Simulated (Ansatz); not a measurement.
# The 2H-MoS2 bilayer (2H stacking) between two gates, part 2 of 2

Aim: screening and gap of the neutral 2H-MoS2 bilayer (2H stacking) between oppositely charged gates.

Ansatz 0.2.0; plane-wave DFT, PBE-D3(BJ), Ansatz PAW.

So far, gap along the path (eV): step 3 (gated layer, displacement field 0) 1.21; step 4 (displacement field 1.81 V/nm) 1.19; step 5 (displacement field -1.81 V/nm) 1.19; step 6 (displacement field 3.62 V/nm) 1.10; step 7 (displacement field -3.62 V/nm) 1.10.

### 8. Gated layer, displacement field 5.43 V/nm (continued)

Running mean over a fixed 2.6 Å (it still follows the layers) of the planar mean; beyond a gate it holds the 10 eV model barrier. The electron's electrostatic potential energy less the Fermi level by z:

z (Å), electron's electrostatic potential energy less the Fermi level (eV) and a bar from the least value:
```
        4       12.5 #########################
        5       12.5 #########################
        6       12.5 #########################
        7       12.5 #########################
        8       12.5 #########################
        9       12.5 #########################
       10       12.5 #########################
       11       12.5 #########################
       12       12.5 #########################
       13       12.5 #########################
       14       12.5 #########################
       15       12.3 #########################
       16        9.1 ######################
       17        5.7 ##################
       18        2.7 ###############
       19       -2.0 ##########
       20       -8.5 ####
       21      -12.3 
       22      -12.3 
       23       -5.4 #######
       24       -1.0 ###########
       25       -1.7 ###########
       26       -7.5 #####
       27      -11.9 
       28      -11.9 
       29       -5.3 #######
       30        0.4 #############
       31        5.3 ##################
       32        9.5 ######################
       33       13.9 ###########################
       34       17.0 ##############################
       35       17.3 ##############################
       36       17.3 ##############################
       37       17.3 ##############################
       38       17.3 ##############################
       39       17.3 ##############################
       40       17.3 ##############################
       41       17.3 ##############################
       42       17.3 ##############################
       43       17.3 ##############################
       44       17.3 ##############################
```

The gap, the smaller of path and mesh, is 0.998 eV.

### 9. The series together

This step: plane-wave DFT, PBE-D3(BJ), Ansatz PAW; response to a displacement field between two gates (Ansatz 0.2.0).

The potential behind each gate is read from every run and counted from the uncharged case.

Numbers from this step:

```
electrostatic distance between the gates : 8.917 Å
geometric distance between the gates     : 19.19 Å
```

Electron's potential behind the upper gate less behind the lower, less the value without field. Table of step of the electron's potential energy between the gates by displacement field D/eps0:

| displacement field D/eps0 (V/nm) | step of the electron's potential energy between the gates (eV) |
| --- | --- |
| -3.62 | -3.23 |
| -1.81 | -1.61 |
| 0.00 | 0 |
| 1.81 | 1.61 |
| 3.62 | 3.23 |
| 5.43 | 4.84 |

The smaller of the gaps on the path and on the k-mesh, counted as 0 under 0.03 eV. Table of gap by displacement field D/eps0:

| displacement field D/eps0 (V/nm) | gap (eV) |
| --- | --- |
| -3.62 | 1.10 |
| -1.81 | 1.19 |
| 0.00 | 1.21 |
| 1.81 | 1.19 |
| 3.62 | 1.10 |
| 5.43 | 0.998 |

By hand: 5.43 V/nm over the 19.19 Å between the sheets would give 10.42 V in vacuum; the run has 4.84 V, as over 8.91 Å.

### 10. A changed input

This step: plane-wave DFT, PBE-D3(BJ), Ansatz PAW (Ansatz 0.2.0).

A run with a changed input: it repeats the earlier run at 1.81 V/nm with basis.ecutwfc to 250 eV.

Contents of input.yaml:

```yaml
crystal:
  lattice:
    - [3.151774903, 0.0, 0.0]
    - [-1.5758874515, 2.729517133, 0.0]
    - [0.0, 0.0, 48.6948093047]
  atoms:
    - { symbol: S, position: [0.3333333333, 0.6666666667, 0.4055873774] }
    - { symbol: Mo, position: [0.0, 0.0, 0.4377791605] }
    - { symbol: S, position: [0.3333333333, 0.6666666667, 0.4699395996] }
    - { symbol: S, position: [0.0, 0.0, 0.5300604004] }
    - { symbol: Mo, position: [0.3333333333, 0.6666666667, 0.5622208395] }
    - { symbol: S, position: [0.0, 0.0, 0.5944126226] }
  periodic: [true, true, false]
  symmetry: { detect: true }
kpoints:
  mp_grid: { grid: [30, 30, 1] }
  band_path:
    path: [[0, 0, 0], [0.5, 0, 0], [0.33333333, 0.33333333, 0], [0, 0, 0]]
    npoints: 16
hamiltonian:
  xc: pbe
  dispersion: d3bj
scf:
  occupations: { method: fermi_dirac, width: 0.05 }
  convergence: { dr2_threshold: 1.0e-10 }
output:
  forces: true
  eigenvalues: true
  write_potential: true
  write_density: true
  volumetric_format: npy
external_charges:
  - { charge: 0, barrier: 10, axis: 3, height: 32.445, sigma: 0.25 }
  - { charge: -0.008603, axis: 3, height: 33.945, sigma: 0.5 }
  - { charge: 0, barrier: 10, axis: 3, height: 16.25, sigma: 0.25 }
  - { charge: 0.008603, axis: 3, height: 14.75, sigma: 0.5 }
basis:
  ecutwfc: "250 eV"
```

Launch:

```
ansatz run input.yaml --threads 4 --pin off --max-ram 6144MiB --backend cpu --events-out ev --progress --plain --runs-dir out
```

Wall time 23 s (4 threads of Intel Xeon 6975P-C (Granite Rapids), shared host); peak memory 0.76 GiB.

| quantity | this run | earlier run | difference |
| --- | --- | --- | --- |
| gap along the path (eV) | 1.187 | 1.193 | -0.0053 |
| smallest direct gap along the path (eV) | 1.621 | 1.622 | -9.4e-4 |
| potential beyond the upper barrier and gate, less the barrier, from the Fermi level (eV) | 5.672 | 5.654 | 0.018 |

What moves beyond 0.01 in its unit (for the dipole 0.5 % and 5e-5 e·Å): potential beyond the upper barrier and gate, less the barrier, from the Fermi level (+0.018 eV).

The change shows in the results, which are not taken further.

### 11. Varying the input

This step: plane-wave DFT, PBE-D3(BJ), Ansatz PAW, but for the change named below (Ansatz 0.2.0).

Another changed input: it repeats the earlier run at 1.81 V/nm with hamiltonian.xc from pbe to rpbe, scf.n_extra_bands to 2 and kpoints.mp_grid.grid from [30, 30, 1] to [10, 10, 1].

input.yaml, as its differences from that of step 10:

```diff
@@ -15,3 +15,3 @@
 kpoints:
-  mp_grid: { grid: [30, 30, 1] }
+  mp_grid: { grid: [10, 10, 1] }
   band_path:
@@ -20,3 +20,3 @@
 hamiltonian:
-  xc: pbe
+  xc: rpbe
   dispersion: d3bj
@@ -25,2 +25,3 @@
   convergence: { dr2_threshold: 1.0e-10 }
+  n_extra_bands: 2
 output:
@@ -36,3 +37 @@
   - { charge: 0.008603, axis: 3, height: 14.75, sigma: 0.5 }
-basis:
-  ecutwfc: "250 eV"
```

Wall time 12 s (4 threads); peak memory 0.85 GiB.

| quantity | this run | earlier run | difference |
| --- | --- | --- | --- |
| gap along the path (eV) | 1.212 | 1.193 | 0.019 |
| smallest direct gap along the path (eV) | 1.617 | 1.622 | -0.0052 |
| potential beyond the upper barrier and gate, less the barrier, from the Fermi level (eV) | 5.545 | 5.654 | -0.11 |

What moves beyond 0.01 in its unit (for the dipole 0.5 % and 5e-5 e·Å): potential beyond the upper barrier and gate, less the barrier, from the Fermi level (-0.109 eV) and gap along the path (+0.0189 eV).

The change shows in the results, which are not taken further.

### 12. Outcome

| Property | Result |
| --- | --- |
| gap with uncharged gates | 1.21 eV |
| electrostatic distance between the gates | 8.92 Å |
| geometric distance between the gates | 19.2 Å |
| gap at 5.43 V/nm | 0.998 eV |

In words: The gap goes from 1.21 to 1.00 eV at 5.4 V/nm. The layers screen the field: the voltage is that of a vacuum gap 10.3 Å narrower than the real distance. The gates are charged sheets behind model barriers, not atoms. Gaps are the smaller of those on the path and on the mesh; band edges between these points would make them smaller still. Spin-orbit coupling is left out, which matters for the bands of elements this heavy.

[Logs are printed without paths, hosts, clocks, repeated set-up lines and the standing remarks that a program may print on its own settings, such as how far it seeks lower states.]

[Hosts, paths, dates, database ids (printed as entryN), source tags and the programs' standing remarks are cut or masked in the printed files.]

[Maps of the electrostatic potential energy from Ansatz leave out the sawtooth potential of an applied field or a dipole correction, so their vacuum need not be flat; planar profiles and work functions include it.]
